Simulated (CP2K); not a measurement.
# P (P-1) in CP2K: convergence with eps scf

Aim: find how far eps scf must go before the results for P settle, at PBE. This setting moves, with any that are tied to it; all else stays.

Program: CP2K 2026.2. These are calculated values, not measurements. Logs are shortened: lines on timing, memory, paths and dates and some standing lists are left out, and cuts for length are marked.

### 1 The cell of the first run

The typed cell holds 2 atoms: a = 3.710 Å, b = 3.710 Å, c = 3.710 Å, α = 55.44°, β = 55.44°, γ = 55.44°.

This isn't the form of P at room conditions, which is orthorhombic.

The cell isn't the ideal one: atoms moved at random, drawn with an rms of 0.15 Å.

### 2 With eps scf 1.0E-3

p_converge.inp reads:

```
&GLOBAL
  PROJECT p_converge
  RUN_TYPE ENERGY_FORCE
  PRINT_LEVEL LOW
&END GLOBAL
&FORCE_EVAL
  METHOD QS
  STRESS_TENSOR ANALYTICAL
  &DFT
    BASIS_SET_FILE_NAME BASIS_pob
    POTENTIAL_FILE_NAME POTENTIAL_UZH
    &MGRID
      CUTOFF 500
      REL_CUTOFF 60
      NGRIDS 4
    &END MGRID
    &QS
      METHOD GAPW
      EPS_DEFAULT 1.0E-9
    &END QS
    &KPOINTS
      SCHEME MONKHORST-PACK 7 7 7
      GAMMA_CENTERED T
      SYMMETRY T
      SYMMETRY_BACKEND SPGLIB
    &END KPOINTS
    &SCF
      SCF_GUESS ATOMIC
      EPS_SCF 1.0E-3
      MAX_SCF 100
      ADDED_MOS 10
      CHOLESKY OFF
      EPS_EIGVAL 1.0E-7
      &DIAGONALIZATION ON
        ALGORITHM STANDARD
      &END DIAGONALIZATION
      &MIXING ON
        METHOD BROYDEN_MIXING
        ALPHA 0.4
        BETA 1.5
        NBUFFER 8
      &END MIXING
      &SMEAR ON
        METHOD FERMI_DIRAC
        ELECTRONIC_TEMPERATURE [K] 1160.452
      &END SMEAR
    &END SCF
    &XC
      &XC_FUNCTIONAL
        &GGA_X_PBE
        &END GGA_X_PBE
        &GGA_C_PBE
        &END GGA_C_PBE
      &END XC_FUNCTIONAL
    &END XC
    &PRINT
      &KPOINTS ON
      &END KPOINTS
      &MULLIKEN ON
      &END MULLIKEN
      &MO ON
        ENERGIES T
        OCCUPATION_NUMBERS T
        &EACH
          QS_SCF 0
        &END EACH
        ADD_LAST NUMERIC
      &END MO
    &END PRINT
  &END DFT
  &SUBSYS
    &CELL
      A 3.7102201415 0.0000000000 0.0000000000
      B 2.1048558901 3.0553748019 0.0000000000
      C 2.1048558900 1.1059397355 2.8481946004
      PERIODIC XYZ
    &END CELL
    &COORD
      P   6.0194948635 3.3132853465 2.1778349747
      P   1.7299601257 0.8781675950 0.5720171626
    &END COORD
    &KIND P
      BASIS_SET pob-DZVP-rev2
      POTENTIAL ALL
      LEBEDEV_GRID 110
      RADIAL_GRID 80
    &END KIND
    &PRINT
      &ATOMIC_COORDINATES ON
      &END ATOMIC_COORDINATES
      &CELL ON
      &END CELL
    &END PRINT
  &END SUBSYS
  &PRINT
    &FORCES ON
    &END FORCES
    &STRESS_TENSOR ON
    &END STRESS_TENSOR
  &END PRINT
&END FORCE_EVAL
```

Potentials or basis: all electrons (GAPW); pob-DZVP-rev2 basis.

Run with:

```
OMP_NUM_THREADS=1 cp2k.psmp -i p_converge.inp -o p_converge.out
```

p_converge.out:

```text

 CP2K| version string:                                       CP2K version 2026.2
 CP2K| Input file name                                            p_converge.inp

 GLOBAL| Force Environment number                                              1
 GLOBAL| Basis set file name                                           BASIS_pob
 GLOBAL| Potential file name                                       POTENTIAL_UZH
 GLOBAL| MM Potential file name                                     MM_POTENTIAL
 GLOBAL| Coordinate file name                                      __STD_INPUT__
 GLOBAL| Method name                                                        CP2K
 GLOBAL| Project name                                                 p_converge
 GLOBAL| Run type                                                   ENERGY_FORCE
 GLOBAL| FFT library                                                       FFTW3
[... 6 lines left out ...]
 GLOBAL| Total number of message passing processes                             1
 GLOBAL| Number of threads for this process                                    1
 GLOBAL| CPU model name                                 Intel(R) Xeon(R) 6975P-C

 CELL| Volume [angstrom^3]:                                            32.287456
 CELL| Vector a [angstrom]:       3.710     0.000     0.000   |a| =     3.710220
 CELL| Vector b [angstrom]:       2.105     3.055     0.000   |b| =     3.710220
 CELL| Vector c [angstrom]:       2.105     1.106     2.848   |c| =     3.710220
 CELL| Angle (b,c), alpha [degree]:                                    55.436939
 CELL| Angle (a,c), beta  [degree]:                                    55.436939
 CELL| Angle (a,b), gamma [degree]:                                    55.436939
 CELL| Numerically orthorhombic:                                              NO
 CELL| Periodicity                                                           XYZ

 CELL_REF| Volume [angstrom^3]:                                        32.287456
 CELL_REF| Vector a [angstrom     3.710     0.000     0.000   |a| =     3.710220
 CELL_REF| Vector b [angstrom     2.105     3.055     0.000   |b| =     3.710220
 CELL_REF| Vector c [angstrom     2.105     1.106     2.848   |c| =     3.710220
[... 151 lines left out ...]
  Fermi energy:                                                 0.37610424203056

  Total energy:                                              -682.23071502358857
  Total energy (extrapolated to T->0):                       -682.23058461128380

 MO| EIGENVALUES AND OCCUPATION NUMBERS FOR K POINT 1
 MO|
 MO|  Index      Eigenvalue [a.u.]        Eigenvalue [eV]             Occupation
 MO|      1             -75.865917           -2064.416584               2.000000
 MO|      2             -75.865776           -2064.412756               2.000000
 MO|      3              -5.846509            -159.091613               2.000000
 MO|      4              -5.846461            -159.090298               2.000000
 MO|      5              -4.069547            -110.738017               2.000000
 MO|      6              -4.069135            -110.726805               2.000000
[... 423 lines left out ...]
 MO|     24               1.031279              28.062538               0.000000
 MO|     25               1.129641              30.739095               0.000000
 MO| Sum:                                                              30.000000
 MO| E(Fermi):            0.376104 a.u.         10.234317 eV

 [... the levels of further k-points ...]

 !-----------------------------------------------------------------------------!
                     Mulliken Population Analysis

 #  Atom  Element  Kind  Atomic population                           Net charge
       1     P        1         15.000000                              0.000000
       2     P        1         15.000000                             -0.000000
 # Total charge                             30.000000                 -0.000000

 !-----------------------------------------------------------------------------!

 ENERGY| Total FORCE_EVAL ( QS ) energy [hartree]           -682.230708644461174

 FORCES| Atomic forces [hartree/bohr]
 FORCES|   Atom     x               y               z               |f|
 FORCES|      1 -6.97650486E-03 -3.29670817E-02 -1.76256501E-02   3.80284582E-02
 FORCES|      2  6.97650511E-03  3.29670783E-02  1.76256489E-02   3.80284548E-02
 FORCES| Sum     2.54587240E-10 -3.43208596E-09 -1.11884269E-09
 FORCES| Total atomic force                                       3.61881716E-09

 STRESS| Analytical stress tensor [bar]
 STRESS|                        x                   y                   z
 STRESS|      x       -2.66087765920E+04  -1.57938184626E+03  -8.25187149415E+03
 STRESS|      y       -1.57938184626E+03   8.36923923933E+04   3.41225652769E+04
 STRESS|      z       -8.25187149415E+03   3.41225652769E+04   3.38254725635E+04
 STRESS| 1/3 Trace                                             3.03030294549E+04
 STRESS| Determinant                                          -4.92396399272E+13

 STRESS| Eigenvectors and eigenvalues of the analytical stress tensor [bar]
 STRESS|                        1                   2                   3
 STRESS| Eigenvalues  -2.78100214460E+04   1.74908917853E+04   1.01228218025E+05
 STRESS|      x           0.988178175145     -0.147898048540     -0.040374018943
 STRESS|      y          -0.031893152750     -0.455902655230      0.889458034852
 STRESS|      z           0.149955730051      0.877655362994      0.455229988942
```

It took 7.3 s on 1 thread of Intel Xeon 6975P-C (Granite Rapids), shared host; peak memory 0.32 GiB.

Results:

* Free energy: -18564.4417 eV
* Pressure: 3.0 GPa
* Largest force: 1.956 eV/Å
* Band gap on the k mesh: none (metal or under the smearing width)

### 3 With eps scf 1.0E-4

Edit p_converge.inp of step 2 so:

```diff
@@ -28,3 +28,3 @@
       SCF_GUESS ATOMIC
-      EPS_SCF 1.0E-3
+      EPS_SCF 1.0E-4
       MAX_SCF 100
```

Potentials or basis: all electrons (GAPW); pob-DZVP-rev2 basis.

Run with:

```
OMP_NUM_THREADS=1 cp2k.psmp -i p_converge.inp -o p_converge.out
```

It took 8 s on 1 thread of Intel Xeon 6975P-C (Granite Rapids), shared host; peak memory 0.32 GiB.

What came out:

```yaml
Free_energy: -18564.4417 eV
Pressure: 3.0 GPa
Largest_force: 1.956 eV/Å
Band_gap_on_the_k_mesh: none (metal or under the smearing width)
```

### 4 With eps scf 1.0E-5

Edit p_converge.inp of step 3 so:

```diff
@@ -28,3 +28,3 @@
       SCF_GUESS ATOMIC
-      EPS_SCF 1.0E-4
+      EPS_SCF 1.0E-5
       MAX_SCF 100
```

Run with:

```
OMP_NUM_THREADS=1 cp2k.psmp -i p_converge.inp -o p_converge.out
```

Wall time 11 s (1 thread of Intel Xeon 6975P-C (Granite Rapids), shared host); peak memory 0.33 GiB.

Results:

| Property | Result |
| --- | --- |
| Free energy | -18564.4417 eV |
| Pressure | 3.0 GPa |
| Largest force | 1.956 eV/Å |
| Band gap on the k mesh | none (metal or under the smearing width) |

### 5 With eps scf 1.0E-6

Edit p_converge.inp of step 4 so:

```diff
@@ -28,3 +28,3 @@
       SCF_GUESS ATOMIC
-      EPS_SCF 1.0E-5
+      EPS_SCF 1.0E-6
       MAX_SCF 100
```

Run with:

```
OMP_NUM_THREADS=1 cp2k.psmp -i p_converge.inp -o p_converge.out
```

Wall time 11 s (1 thread of Intel Xeon 6975P-C (Granite Rapids), shared host); peak memory 0.33 GiB.

The run converged. Its results:

- Free energy: -18564.4417 eV
- Pressure: 3.0 GPa
- Largest force: 1.956 eV/Å
- Band gap on the k mesh: none (metal or under the smearing width)

### 6 With eps scf 1.0E-7

Edit p_converge.inp of step 5 so:

```diff
@@ -28,3 +28,3 @@
       SCF_GUESS ATOMIC
-      EPS_SCF 1.0E-6
+      EPS_SCF 1.0E-7
       MAX_SCF 100
```

Potentials or basis: all electrons (GAPW); pob-DZVP-rev2 basis.

Run with:

```
OMP_NUM_THREADS=1 cp2k.psmp -i p_converge.inp -o p_converge.out
```

Wall time 14 s (1 thread of Intel Xeon 6975P-C (Granite Rapids), shared host); peak memory 0.33 GiB.

The run converged. Its results:

```yaml
Free_energy: -18564.4417 eV
Pressure: 3.0 GPa
Largest_force: 1.956 eV/Å
Band_gap_on_the_k_mesh: none (metal or under the smearing width)
```

### 7 With eps scf 1.0E-8

Edit p_converge.inp of step 6 so:

```diff
@@ -28,3 +28,3 @@
       SCF_GUESS ATOMIC
-      EPS_SCF 1.0E-7
+      EPS_SCF 1.0E-8
       MAX_SCF 100
```

Run with:

```
OMP_NUM_THREADS=1 cp2k.psmp -i p_converge.inp -o p_converge.out
```

It took 15 s on 1 thread of Intel Xeon 6975P-C (Granite Rapids), shared host; peak memory 0.32 GiB.

The run converged. Its results:

- Free energy: -18564.4417 eV
- Pressure: 3.0 GPa
- Largest force: 1.956 eV/Å
- Band gap on the k mesh: none (metal or under the smearing width)

### 8 The series at a glance

```csv
eps scf,"energy less the tightest run, at zero smearing (meV/atom)",SCF cycles,CPU time (s),peak memory (GiB)
1.0E-3,0.00,7,7.1,0.32
1.0E-4,0.00,8,7.8,0.32
1.0E-5,0.00,11,10,0.33
1.0E-6,0.00,12,11,0.33
1.0E-7,0.00,15,13,0.33
1.0E-8,0.00,17,15,0.32
```

Against the tightest run, the energy stays within 1 meV/atom from 1.0E-3 on. The tightest run that finished is the yardstick and may itself not be fully converged.

Caveats: the basis of atomic orbitals isn't converged, which shifts pressures, moduli and gaps.
